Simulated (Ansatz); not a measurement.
# Dielectric response of KBr (110) films, part 5 of 5

How well do thin rocksalt KBr (110) films screen a perpendicular field?

Ansatz 0.2.0; plane-wave DFT, PBEsol, Ansatz PAW (the session's first sound run).

So far. Step 22 (Field on, atoms free, 24 atoms, units 12, field -0.05 …): The dipole is -0.202 e·Å, and the gap on the mesh 3.719 eV. Step 23 (Response with the atoms relaxed, 24 atoms, units 12): The induced dipole is that of a conductor 23.69 Å thick.

### 25. Static ε from the series (continued)

Equivalent conductor thickness against distance between the outer atoms:

```
distance between the outer atoms (Å)  equivalent conductor thickness (Å)
                                9.14                                10.8
                               25.26                                23.7
```

By hand, from the thinnest and the thickest film: slope = (23.688 − 10.843) / (25.264 − 9.137) = 0.796, so ε = 1/(1 − 0.796) = 4.91. One nm of such a film has the capacitance of 3.9/4.91 = 0.79 nm of SiO₂ (its equivalent oxide thickness).

### 26. A changed input

This step: plane-wave DFT, PBEsol, Ansatz PAW (Ansatz 0.2.0).

System of this step: KBr (110), 5 units. The cell holds 10 atoms: 5 K and 5 Br. Its edges and angles: a = 4.667 Å, b = 6.600 Å, c = 27.334 Å, α = 90.0°, β = 90.0°, γ = 90.0°. It derives from KBr (rocksalt KBr). Vacuum lies along c. The cell carries charge +1.

A run with a changed input: it repeats the earlier run at 0.1 V/Å, 5 units with total_charge to 1, scf.convergence.dr2_threshold from 1e-10 to 0.0001 and basis.ecutrho_ratio to 8.

The input, input.yaml:

```yaml
crystal:
  lattice:
    - [4.66690476, 0.0, 0.0]
    - [0.0, 6.6, 0.0]
    - [0.0, 0.0, 27.3338095117]
  atoms:
    - { symbol: K, position: [0.5, 0.5, 0.3365641113] }
    - { symbol: Br, position: [0.5, 0.0, 0.3328392487] }
    - { symbol: K, position: [0.0, 0.0, 0.4137159702] }
    - { symbol: Br, position: [0.0, 0.5, 0.4154258125] }
    - { symbol: K, position: [0.5, 0.5, 0.5000000026] }
    - { symbol: Br, position: [0.5, 0.0, 0.4999999984] }
    - { symbol: K, position: [0.0, 0.0, 0.5862840321] }
    - { symbol: Br, position: [0.0, 0.5, 0.5845741852] }
    - { symbol: K, position: [0.5, 0.5, 0.6634358913] }
    - { symbol: Br, position: [0.5, 0.0, 0.6671607476] }
kpoints:
  mp_grid: { grid: [6, 4, 1] }
hamiltonian:
  xc: pbesol
scf:
  occupations: { method: fixed }
  convergence: { dr2_threshold: 0.0001 }
efield:
  axis: 3
  dipole_correction: true
  ramp_position: 0.97
  ramp_width: 0.06
  amplitude: 0.1
output:
  write_potential: true
  write_density: true
  volumetric_format: npy
total_charge: 1
basis:
  ecutrho_ratio: 8
```

Run with:

```bash
> ansatz run input.yaml --threads 4 --pin off --max-ram 12288MiB --backend cpu --events-out ev --progress --plain --runs-dir out
```

Numbers of over 12 decimals in the logs are rounded to 6 here.

The log of the run:

```text
Error: efield: with total_charge ≠ 0 without external_charges — the saw-weighted dipole of a charged cell depends on the ramp position (the isolated-slab reference a dipole correction restores does not exist for a charged slab), so the field energy is ill-defined under the jellium convention; neutralise the cell or drop the efield: block, which crystal.periodic lets a charged slab do
```

Wall time 0.03 s (4 threads of Arm Neoverse V1, shared host); peak memory 0.032 GiB.

The input was rejected at the start.

The program's message: “Error: efield: with total_charge ≠ 0 without external_charges — the saw-weighted dipole of a charged cell depends on the ramp position (the isolated-slab reference a dipole correction restores does no …”

### 27. Varying the input: hamiltonian.xc = "r2scan"

This step: plane-wave DFT, PBEsol, Ansatz PAW, but for the change named below (Ansatz 0.2.0).

Another changed input: it repeats the earlier run at 0.1 V/Å, 5 units with hamiltonian.xc from pbesol to r2scan.

input.yaml: that of step 26 with these lines changed.

```diff
@@ -19,6 +19,6 @@
 hamiltonian:
-  xc: pbesol
+  xc: r2scan
 scf:
   occupations: { method: fixed }
-  convergence: { dr2_threshold: 0.0001 }
+  convergence: { dr2_threshold: 1.0e-10 }
 efield:
@@ -33,4 +33 @@
   volumetric_format: npy
-total_charge: 1
-basis:
-  ecutrho_ratio: 8
```

The log of the run:

```text
[...]
Crystal: 10 atoms, lattice volume = 841.924 Å³
Basis set: ecut = 500 eV, 21379 PW (Γ), exchange–correlation on 144×200×800 points (64 copies of the dense FFT grid, shifted against one another)
Bands: 50, of which v1, the nominal top of the filled ones, is band 40 counted from 1 (39 counted from 0)
Symmetry: 4 space group operations
k-points: 12 of 24
[...]
SCF iter   1: F=—  HF=-21695.495713 eV  |F-HF|=—  |Δ(HF+E_count)|=         —  Δρ=1.73e-3  dr2=3.79e-2  dr2_τ=1.36e-2  ethr=1.77e-3  p=0.000 e·Å  D=3.25e-8 V/Å  ΔV_dip=-0.00 eV  dr2_dipole=1.06e-2  V_vac-E_F(+/−)=6.72/4.21 eV  ⟨swp⟩=6.5  Hψ=2269  notcnv=0  defer=91
[...]
SCF iter  10: F=-21695.560599 eV  HF=-21695.560599 eV  |F-HF|=8.00e-11  |Δ(HF+E_count)|=  3.60e-10  Δρ=3.60e-8  dr2=9.08e-12  dr2_τ=8.87e-13  ethr=1.00e-12  p=0.123 e·Å  D=2.64e-2 V/Å  ΔV_dip=-0.72 eV  dr2_dipole=1.13e-14  V_vac-E_F(+/−)=6.55/4.76 eV  ⟨swp⟩=21.4  Hψ=3560  notcnv=0
SCF 1 converged in 10 iterations: F = -21695.560599 eV  dr2 = 9.08e-12
[...]
SCF converged after 10 iterations
[...]
Free energy (F): -21695.560599 eV
[...]
Internal energy: -21695.560599 eV  (E = F + TS)
E sigma→0 (E₀):  -21695.560599 eV
Fermi energy:    -2.688760 eV
Dipole field:    D = 0.026378 V/Å  (p = 0.122730 e·Å, saw-weighted, corrected)
Work function:   not extracted (applied field tilts the vacuum); planar V_es + V_field profile in the machine report
[...]
--- Band table (eV; the first three rows and the last of 12) ---
  k-point 0: bands = [... 36 lower, -3.0613, -3.0534, -2.9496, -2.6888, 1.6355, 2.1460, 2.6513, 3.0552, ... 6 higher]
  k-point 1: bands = [... 36 lower, -3.1979, -3.0662, -2.9452, -2.7004, 1.9777, 2.4754, 2.8927, 3.1881, ... 6 higher]
  k-point 2: bands = [... 36 lower, -3.3002, -3.0788, -2.9457, -2.7119, 2.4490, 3.0002, 3.1615, 3.4354, ... 6 higher]
  k-point 11: bands = [... 36 lower, -3.2998, -3.2554, -3.1631, -2.9311, 3.2826, 3.7359, 4.0004, 4.2669, ... 6 higher]
```

Elapsed: 42 s, on 4 threads; peak memory 2.7 GiB.

Numbers from this step:

```
gap on the k-mesh       : 4.324 eV
dipole along the normal : 0.1227 e·Å
```

```
                     quantity  this run  earlier run  difference
dipole along the normal (e·Å)    0.1227       0.1272     -0.0045
       gap on the k-mesh (eV)     4.324        3.617        0.71
```

What moves beyond 0.01 in its unit (for the dipole 0.5 % and 5e-5 e·Å): gap on the k-mesh (+0.707 eV) and dipole along the normal (-0.00452 e·Å).

### 28. Results

| Item | Value |
| --- | --- |
| electronic ε from the thickness series | 2.60 |
| static ε from the thickness series | 4.91 |
| local electronic ε, middle of 12 units | 2.61 |

**Reading.** The films give an electronic ε of 2.60 and a static ε of 4.91. The slope of the series and the field inside the thickest film give 2.60 and 2.61, in agreement. Ions raise ε from 2.60 to 4.91. The static value rests on two thicknesses alone. The in-plane lattice constants are held at typed bulk values. Semilocal functionals tend to overestimate the electronic ε a little.

[Logs are printed without paths, hosts, clocks, repeated set-up lines and the standing remarks that a program may print on its own settings, such as how far it seeks lower states.]

[Hosts, paths, dates, database ids (printed as entryN), source tags and the programs' standing remarks are cut or masked in the printed files.]

[Maps of the electrostatic potential energy from Ansatz leave out the sawtooth potential of an applied field or a dipole correction, so their vacuum need not be flat; planar profiles and work functions include it.]
